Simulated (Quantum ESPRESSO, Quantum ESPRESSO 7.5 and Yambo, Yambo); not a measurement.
# SiC (Moissanite): a self-consistent loop beyond G0W0, cycle by cycle

How far does self-consistency move the gap of SiC (Moissanite)?

Calculated with Quantum ESPRESSO 7.5 and Yambo 5.3.0; PBE and many-body steps on it, plane waves.

**What was measured.**

- Gap 3.33 eV: band gap at cryogenic temperature; bulk crystal (literature value) (quoted in “Silicon carbide diodes for neutron detection”, 2020, arxiv:2009.14696).

### 1. The structure

It takes space group P6_3mc (No. 186, hexagonal). The conventional cell has a = 3.076 Å, b = 3.076 Å, c = 5.048 Å, α = 90.00°, β = 90.00°, γ = 120.00°. Si has 4 C at 1.88 to 1.90 Å nearest. C has 4 Si at 1.88 to 1.90 Å nearest. Farther neighbours are not listed.

Geometry: measured (diffraction); atoms relaxed with PBE. The runs that relaxed it are not among those shown.

### 2. Empty states on the mesh, 3×3×4 mesh, 180 bands

This step: Quantum ESPRESSO 7.5; DFT, PBE, plane waves, norm-conserving pseudopotentials.

The sums over transitions need many empty states on a uniform mesh; this step solves for them.

pw.in reads:

```
&control
  calculation = 'nscf'
  prefix = 'x'
  outdir = 'o'
  pseudo_dir = 'pseudo'
/
&system
  ibrav = 0
  nat = 4
  ntyp = 2
  ecutwfc = 74.0
  nbnd = 180
  force_symmorphic = .true.
/
&electrons
  conv_thr = 1e-9
  electron_maxstep = 80
  diago_full_acc = .true.
  diago_thr_init = 5e-6
/
ATOMIC_SPECIES
  Si 28.085 Si.upf
  C 12.011 C.upf
CELL_PARAMETERS angstrom
  3.0760000000 0.0000000000 0.0000000000
  -1.5380000000 2.6638941420 0.0000000000
  0.0000000000 0.0000000000 5.0480000000
ATOMIC_POSITIONS crystal
  Si 0.3333333333 0.6666666667 0.0045619064
  Si 0.6666666667 0.3333333333 0.5045619064
  C 0.3333333333 0.6666666667 0.3804380937
  C 0.6666666667 0.3333333333 0.8804380937
K_POINTS automatic
  3 3 4 0 0 0
```

On the command line:

```
OMP_NUM_THREADS=1 mpirun -n 4 pw.x -nk 4 -in pw.in > pw.out
```

The log of the run:

```text
Program PWSCF v.7.5 starts

     This program is part of the open-source Quantum ESPRESSO suite
     for quantum simulation of materials; please cite
         "P. Giannozzi et al., J. Phys.:Condens. Matter 21 395502 (2009);
         "P. Giannozzi et al., J. Phys.:Condens. Matter 29 465901 (2017);
         "P. Giannozzi et al., J. Chem. Phys. 152 154105 (2020);
     in publications or presentations arising from this work. More details at

     Atomic positions and unit cell read from directory:
     o/x.save/

     Message from routine setup:
[...]
77.9224  77.9224  77.9224  77.9224  78.6091  78.6091  79.2623  79.2623
     [... 11 further rows ...]
   143.6707 143.6707 144.3888 144.3888 144.3888 144.3888 145.2032 145.2032
   146.1834 146.1834 146.1834 146.1834

          k = 0.0000 0.3849 0.0000 (  3004 PWs)   bands (ev):

     [... further k-points ...]

     highest occupied, lowest unoccupied level (ev):     9.6509   11.9339

     XML data file, pseudopotentials, collected wavefunctions

=------------------------------------------------------------------------------=
   JOB DONE.
=------------------------------------------------------------------------------=
```

Wall time 14 s (4 MPI ranks of Arm Neoverse V1, shared host); peak memory 0.38 GiB.

This step gave:

```yaml
gap: 2.283 eV
k_of_the_valence_top: 0, 0, 0
k_of_the_conduction_bottom: 0.3333, 0.3333, 0
least_direct_gap: 4.286 eV
k_points_computed: 10
lowest_point_of_the_top_converged_band_above_the_valence_top: 131.1515 eV
```

On this mesh the gap is 2.283 eV.

The density comes from a self-consistent run that is not shown.

### 3. Conversion and set-up

This step: Yambo 5.3.0; conversion and set-up on PBE, plane waves, norm-conserving pseudopotentials.

The states are converted to the many-body program's format and the q mesh is built.

On the command line:

```
(cd o/x.save; p2y > p2y.log; mv SAVE ../..); yambo > setup.log
```

The log of the run:

```text
 Yambo, version 5.3.0

 [02] CORE Variables Setup
 =========================

  [02.01] Unit cells
  ==================

  Cell kind             :  HCP
  Atoms in the cell     :  Si  C
  number of Si atoms    :  2
  number of C  atoms    :  2

  List of atomic masses
  Mass of Si    :  28.08500
  Mass of C     :  12.01100

  List of atomic coordinates    : [cc]
  Si1       : -0.29064E-09   3.3560      0.43518E-01  order 1
  Si2       :  2.906399  1.678010  4.813186  order 2
  C1       : -0.29064E-09   3.3560       3.6291      order 3
[...]
IBZ Q-points                                      :  10
 BZ  Q-points                                      :   36

 K/Q-points units:
 rlu = crystal or reduced units; cc = cartesian coordinates; iku = interal k-units

 Q [ 1]         [rlu]:  0.000000  0.000000  0.000000
 Q [ 2]         [rlu]:  0.000000  0.000000  0.250000
 Q [ 3]         [rlu]:  0.000000  0.000000 -0.500000
[...]
Q [ 8]         [rlu]:  0.333333  0.333333  0.250000
 Q [ 9]         [rlu]:  0.333333  0.333333 -0.500000
 Q [10]         [rlu]: -0.10530E-16 -0.33333      0.25000

  [03.01] X indexes
  =================

   [03.01.01] Sigma indexes
   ========================

 [06] Game Over & Game summary
```

Run time: 2.1 s. Hardware: 1 MPI rank; peak memory 0.23 GiB.

### 4. G0W0

G0W0 replaces the xc potential by the self-energy, built once from these orbitals. Only a window of levels is corrected, while the sums run over the empty bands that the input names.

This step: G0W0 on PBE, plane waves, norm-conserving pseudopotentials.

gw1.in reads:

```
HF_and_locXC
gw0
dyson
ppa
em1d
rim_cut
RandQpts= 1000000
RandGvec= 1 RL
EXXRLvcs= 74 Ry
VXCRLvcs= 296 Ry
Chimod= "HARTREE"
% BndsRnXp
 1 | 180 |
%
NGsBlkXp= 15.5 Ry
% LongDrXp
 1 | 1 | 1 |
%
% GbndRnge
 1 | 180 |
%
DysSolver= "n"
ExtendOut
PPAPntXp= 27.21138 eV
% QPkrange
 1 | 10 | 1 | 14 |
%
```

On the command line:

```
OMP_NUM_THREADS=1 mpirun -n 4 yambo -F gw1.in -J gw1 -C gw1 > gw1.log
```

The log of the run:

```text
 Yambo, version 5.3.0

 [02] CORE Variables Setup
 =========================

  [... cell, symmetries and grids as in the set-up ...]

  [02.05] Energies & Occupations
  ==============================

  [X] === General ===
  [X] Electronic Temperature                        :  0.000000  0.000000 [eV K]
  [X] Bosonic    Temperature                        :  0.000000  0.000000 [eV K]
  [X] Finite Temperature mode                       : no
  [X] El. density                                   :  0.38681E+24 [cm-3]
  [X] Fermi Level                                   :  9.650849 [eV]

  [X] === Gaps and Widths ===
  [X] Conduction Band Min                           :  2.283037 [eV]
  [X] Valence Band Max                              :  0.000000 [eV]
  [X] Filled Bands                                  :   8
  [X] Empty Bands                                   :    9  180
  [X] Direct Gap                                    :  4.286464 [eV]
  [X] Direct Gap localized at k                     :   4
  [X] Indirect Gap                                  :  2.283037 [eV]
  [X] Indirect Gap between kpts                     :   1   7
  [X] Last valence band width                       :  3.832875 [eV]
  [X] 1st conduction band width                     :  3.608972 [eV]

 [03] Transferred momenta grid and indexing
 ==========================================

 IBZ Q-points                                      :  10
 BZ  Q-points                                      :   36

 K/Q-points units:
 rlu = crystal or reduced units; cc = cartesian coordinates; iku = interal k-units

 Q [ 1]         [rlu]:  0.000000  0.000000  0.000000
 Q [ 2]         [rlu]:  0.000000  0.000000  0.250000
 Q [ 3]         [rlu]:  0.000000  0.000000 -0.500000
 Q [ 4]         [rlu]:  0.10530E-16  0.33333       0.0000
 Q [ 5]         [rlu]:  0.10530E-16  0.33333      0.25000
 Q [ 6]         [rlu]:  0.10530E-16  0.33333     -0.50000
 Q [ 7]         [rlu]:  0.333333  0.333333  0.000000
 Q [ 8]         [rlu]:  0.333333  0.333333  0.250000
 Q [ 9]         [rlu]:  0.333333  0.333333 -0.500000
 Q [10]         [rlu]: -0.10530E-16 -0.33333      0.25000

 [04] Coloumb potential Random Integration (RIM)
 ===============================================

  [04.01] RIM initialization
  ==========================

  * Diagonal components only detected *

  8 x (sBL volume)        :  0.197473 [a.u.]
  sBZ random points       :  1000000
  Points outside the sBZ  :   7980387
  RL volume               :  0.888629 [a.u.]
  Integrated volume       :  0.890813 [a.u.]

  [04.02] RIM integrals
  =====================

  Gamma point sphere radius             :  0.105630 [a.u.]
  Points outside the sphere             :   813512
  [Int_sBZ(q=0) 1/q^2]*(Vol_sBZ)^(-1/3) =:  7.220721
                                 should be <:  7.795600

  Summary of Coulomb integrals for non-metallic bands |Q|[au] RIM/Bare

  Q [1] 0.100000E-4 0.926256 * Q [2] 0.164665 0.633513
  Q [3] 0.329330 0.866147 * Q [4] 0.416047 1.148303
  Q [5] 0.447448 1.092121 * Q [10] 0.447448 1.090956
  Q [6] 0.530616 1.026046 * Q [7] 0.720615 1.047175
  Q [8] 0.739189 1.040740 * Q [9] 0.792303 1.027473

 [05] Dipoles
 ============

  [05.01] Setup: observables and procedures
  =========================================

  [WARNING] [x,Vnl] slows the Dipoles computation. To neglect it rename the ns.kb_pp file

 [06] Dynamic Dielectric Matrix (PPA)
 ====================================

 [WR./gw1//ndb.pp]---------------------------------------------------------------
  Brillouin Zone Q/K grids (IBZ/BZ)                :   10   36   10   36
  RL vectors                                       :   3863 [WF]
  Coulomb cutoff potential                         : none
  Electronic Temperature                           :  0.000000 [K]
  Bosonic    Temperature                           :  0.000000 [K]
  PPA    diel. fun.  energies                      : Perdew, Burke & Ernzerhof(X)+Perdew, Burke & Ernzerhof(C)
[...]
X band range                                     :    1  180
  X e/h energy range                               : -1.000000 -1.000000 [eV]
  X Time ordering                                  : R
  X Hxc Kernel                                     : HARTREE
  X Drude frequency                                :  0.000000  0.000000
  X poles                                          :  100.0000 [o/o]
  RL vectors in the sum                            :   3863
  [r,Vnl] included                                 : yes
  Field direction                                  :  0.577350E-5  0.577350E-5  0.577350E-5
  BZ energy Double Grid                            : no
  BZ energy DbGd points                            : 0
  BZ Q point size factor                           : -1.000000
  X Optical Averaged directions                    : none

 [07] Local Exchange-Correlation + Non-Local Fock
 ================================================

 [VXC] Plane waves :  23969
 [EXS] Plane waves :  3009

 QP @ state[ 1 ] K range:   1  10
 QP @ state[ 1 ] b range:   1  14

 [xc] Functional : Perdew, Burke & Ernzerhof(X)+Perdew, Burke & Ernzerhof(C)
 [xc] LIBXC used to calculate xc functional
  PP Number of Atomic Species                      :  2
  NLCC RL compoments                               :  23969
  PP Number of Atomic Species                      :  2
  NLCC RL compoments                               :  23969

 [xc] E_xc :  -6.119829 [Ha]
      E_xc :  -12.23966 [Ry]

  Local XC kind (lXC) : Perdew, Burke & Ernzerhof(X)+Perdew, Burke & Ernzerhof(C)
  Non-Local XC kind (nlXC) : Hartree-Fock

  Corrections @ K [1] :  [eV]
 <1|nlXC|1> = -21.76403  0.10996E-16 <1|lXC|1> = -12.80418  0.94408E-16
 <2|nlXC|2> = -21.80688 -0.17749E-17 <2|lXC|2> = -13.85757  0.000000
 <3|nlXC|3> = -17.85871 -0.77045E-17 <3|lXC|3> = -12.05835  0.000000
 <4|nlXC|4> = -17.92431 -0.11086E-16 <4|lXC|4> = -14.49081  0.000000
 <5|nlXC|5> = -17.92368  0.35397E-16 <5|lXC|5> = -14.49081  0.000000
 <6|nlXC|6> = -17.31273 -0.78127E-17 <6|lXC|6> = -14.93726 -0.18882E-15
[...]
Corrections @ K [2] :  [eV]
[...]
Corrections @ K [3] :  [eV]
[...]
Corrections @ K [4] :  [eV]
[...]
Corrections @ K [5] :  [eV]
[...]
[... 4 further k-points ...]
  Corrections @ K [10] :  [eV]
[...]
<12|nlXC|12> = -6.392364  0.12499E-18 <12|lXC|12> = -12.48246  0.94408E-16
 <13|nlXC|13> = -5.514047 -0.13454E-17 <13|lXC|13> = -11.41265  0.47204E-16
 <14|nlXC|14> = -5.709676  0.35672E-17 <14|lXC|14> = -12.37104 -0.20652E-16

  [07.01] Hartree-Fock occupations report
  =======================================

  [Hartree-Fock] === General ===
  [Hartree-Fock] Electronic Temperature             :  0.000000  0.000000 [eV K]
  [Hartree-Fock] Bosonic    Temperature             :  0.000000  0.000000 [eV K]
  [Hartree-Fock] Finite Temperature mode            : no
  [Hartree-Fock] El. density                        :  0.38681E+24 [cm-3]
  [Hartree-Fock] Fermi Level                        :  9.650849 [eV]

  [Hartree-Fock] === Gaps and Widths ===
  [Hartree-Fock] Conduction Band Min                :  6.646614 [eV]
  [Hartree-Fock] Valence Band Max                   : -2.818759 [eV]
  [Hartree-Fock] Filled Bands                       :   8
  [Hartree-Fock] Empty Bands                        :    9  180
  [Hartree-Fock] Direct Gap                         :  12.33324 [eV]
  [Hartree-Fock] Direct Gap localized at k          :   4
  [Hartree-Fock] Indirect Gap                       :  9.465372 [eV]
  [Hartree-Fock] Indirect Gap between kpts          :   1   7
  [Hartree-Fock] Last valence band width            :  4.843877 [eV]
  [Hartree-Fock] 1st conduction band width          :  4.892295 [eV]

 [08] Dyson equation: Newton solver
 ==================================

  [08.01] G0W0 (W PPA)
  ====================

  [  GW  ] Bands range     :    1  180
  [GW/PPA] G damping       :  0.100000 [eV]

  QP @ state[ 1 ] K range:   1  10
  QP @ state[ 1 ] b range:   1  14

   Sc/G bands                                       :    1  180
   Sc/G damping                                     :  0.100000 ev
   Sc bands terminator                              : no
   Sx RL components                                 :  3009

   QP @ state[ 1 ] K range                          :   1  10
   QP @ state[ 1 ] b range                          :   1  14
   GF energies kind                                 : Perdew, Burke & Ernzerhof(X)+Perdew, Burke & Ernzerhof(C)
   GF WF`s kind                                     : Perdew, Burke & Ernzerhof(X)+Perdew, Burke & Ernzerhof(C)
   Xs energies kind                                 : Perdew, Burke & Ernzerhof(X)+Perdew, Burke & Ernzerhof(C)
   Xs WF`s kind                                     : Perdew, Burke & Ernzerhof(X)+Perdew, Burke & Ernzerhof(C)

 [11] Game Over & Game summary
```

It took 15 min on 4 MPI ranks; peak memory 1.6 GiB; 60 min of CPU time.

Numbers from this step:

- G0W0 gap on the mesh: 2.999 eV
- starting gap on the mesh: 2.283 eV
- k of the valence top: 0, 0, 0
- k of the conduction bottom: 0.3333, 0.3333, 0
- least direct G0W0 gap on the computed points: 5.225 eV
- Z at the valence top: 0.7952
- Z at the conduction bottom: 0.8274

The gap on the mesh goes from 2.28 eV to 3.00 eV, a correction of +0.72 eV.

### 5. evGW0, cycle 1

This step: evGW0 on PBE, plane waves, norm-conserving pseudopotentials.

gw2.in, as its differences from gw1.in of step 4:

```diff
@@ -27 +27,2 @@
 %
+GfnQPdb= "E < ./gw1/ndb.QP"
```

On the command line:

```
OMP_NUM_THREADS=1 mpirun -n 4 yambo -F gw2.in -J gw2,gw1_W -C gw2 > gw2.log
```

The log of the run:

```text
 Yambo, version 5.3.0

 [02] CORE Variables Setup
 =========================

  [... cell, symmetries and grids as in the set-up ...]

  [02.05] Energies & Occupations
  ==============================

  [X] === General ===
  [X] Electronic Temperature                        :  0.000000  0.000000 [eV K]
  [X] Bosonic    Temperature                        :  0.000000  0.000000 [eV K]
  [X] Finite Temperature mode                       : no
  [X] El. density                                   :  0.38681E+24 [cm-3]
  [X] Fermi Level                                   :  9.650849 [eV]

  [X] === Gaps and Widths ===
  [X] Conduction Band Min                           :  2.283037 [eV]
  [X] Valence Band Max                              :  0.000000 [eV]
  [X] Filled Bands                                  :   8
  [X] Empty Bands                                   :    9  180
  [X] Direct Gap                                    :  4.286464 [eV]
  [X] Direct Gap localized at k                     :   4
  [X] Indirect Gap                                  :  2.283037 [eV]
  [X] Indirect Gap between kpts                     :   1   7
  [X] Last valence band width                       :  3.832875 [eV]
  [X] 1st conduction band width                     :  3.608972 [eV]

 [03] Transferred momenta grid and indexing
 ==========================================

 IBZ Q-points                                      :  10
 BZ  Q-points                                      :   36

 K/Q-points units:
 rlu = crystal or reduced units; cc = cartesian coordinates; iku = interal k-units

 Q [ 1]         [rlu]:  0.000000  0.000000  0.000000
 Q [ 2]         [rlu]:  0.000000  0.000000  0.250000
 Q [ 3]         [rlu]:  0.000000  0.000000 -0.500000
[...]
[G+QP] Direct Gap                                 :  5.225381 [eV]
  [G+QP] Direct Gap localized at k                  :   4
  [G+QP] Indirect Gap                               :  2.999301 [eV]
  [G+QP] Indirect Gap between kpts                  :   1   7
  [G+QP] Last valence band width                    :  4.156339 [eV]
  [G+QP] 1st conduction band width                  :  3.834671 [eV]

  [coarse-grid] Minimum Bare Gap        [ev]:  2.283037
  [coarse-grid] Minimum Gap Correction  [ev]:  0.716263

  Eqp @ K [ 1]
   -15.8545     -12.4180     -9.17198     -1.49859     -1.49830    -0.500233E-1 -0.257949E-3   0.00000
    5.74437   7.08381   7.53095   7.53041   8.68152   9.99097  10.05935  12.57365
  Eqp @ K [ 2]
  -15.61246 -13.34858  -7.65891  -1.71364  -1.31111  -1.31082  -0.25635  -0.25609
[...]
Eqp @ K [ 3]
[...]
Eqp @ K [ 8]
[...]
Eqp @ K [ 9]
[...]
5.96624   5.96626   6.98147   6.98153  11.61754  11.61745  12.93641  12.93641
    4.14607   5.24127   7.24935   9.37082   9.28538  11.10067  12.78661  13.05284

 [07] Dipoles
 ============

  [07.01] Setup: observables and procedures
  =========================================

 [08] Dynamic Dielectric Matrix (PPA)
 ====================================

   Sc/G bands                                       :    1  180
   Sc/G damping                                     :  0.100000 ev
   Sc bands terminator                              : no
   Sx RL components                                 :  3009

   QP @ state[ 1 ] K range                          :   1  10
   QP @ state[ 1 ] b range                          :   1  14
   GF energies kind                                 : Perdew, Burke & Ernzerhof(X)+Perdew, Burke & Ernzerhof(C)+ E < ./gw1/ndb.QP + @E Fit
   GF WF`s kind                                     : Perdew, Burke & Ernzerhof(X)+Perdew, Burke & Ernzerhof(C)
   Xs energies kind                                 : Perdew, Burke & Ernzerhof(X)+Perdew, Burke & Ernzerhof(C)
   Xs WF`s kind                                     : Perdew, Burke & Ernzerhof(X)+Perdew, Burke & Ernzerhof(C)

 [13] Game Over & Game summary
```

Wall time 14 min (4 MPI ranks); peak memory 1.5 GiB; 56 min of CPU time.

This step gave:

```yaml
quasiparticle_gap_on_the_mesh: 3.081 eV
gap_of_the_density_functional_on_the_mesh: 2.283 eV
k_of_the_valence_top: 0, 0, 0
k_of_the_conduction_bottom: 0.3333, 0.3333, 0
least_direct_quasiparticle_gap_on_the_computed_points: 5.345 eV
z_at_the_valence_top: 0.7992
z_at_the_conduction_bottom: 0.8356
```

Against G0W0 in Yambo (3×3×4 mesh, 180 bands, screening to 210.9 eV, Godby-Needs plasmon pole), the gap moves by +0.082 eV.

The program's own table gives 3.199 eV, which is too large where the input levels are shifted: this version takes Σc at the unshifted level E₀, yet steps from the shifted one. The value above is the Newton step from E₀, E₀ + Z(Σc + Σx − Vxc), rebuilt from the printed columns.

(Continued in part 2 of 2.)

[Paths, hosts, dates, memory and timing lines, banners, echoed tables and standing remarks are left out of the program output.]

[Logs are printed without paths, hosts, clocks, repeated set-up lines and the standing remarks that a program may print on its own settings, such as how far it seeks lower states.]

[Runs of the session that timed out or met a known fault of the program may be left out.]

[Hosts, paths, dates, database ids (printed as entryN), source tags and the programs' standing remarks are cut or masked in the printed files.]
